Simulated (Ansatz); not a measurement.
**TiO₂: strain energy, fitted**

TiO₂, I4_1/amd, a = 3.797 Å, c = 9.662 Å. The compound has several low-lying forms, and this is one of them. Ansatz: r2SCAN+U, PAW, 500 eV, Γ-centred 6×6×4 mesh on 12 atoms, Gaussian smearing 0.02 eV; U_eff Ti 4.00 eV; no spin polarisation. Series: strain along c alone, the other axes held, atoms relaxed; x is the strain in per cent. y is the free energy over the unstrained cell, V0 = 11.606 Å³/atom.

```
x (%) y (meV/atom)
 -3.0          7.34
 -1.5             ?
  0.0          0.00
  1.5          1.83
  3.0          7.17
```

Question: Fit y = c2 x² + c3 x³ to the other rows, turn c2 into a modulus, and predict the missing energy.

Answer: Least squares on the rows shown. y = 0.8065 x² − 0.003088 x³. In eV per unit strain² c2 is 8.065; this is C33 with relaxed ions (E = ½ C33 V0 ε²): 2 × 8.065 × 160.2 / (11.606) = 223 GPa. At x = -1.5 the fit asked for gives 1.83 meV/atom. The run gave 1.80 meV/atom, so the fit is 0.03 meV/atom too high, within twice the rms miss on the fitted rows (0.02 meV/atom).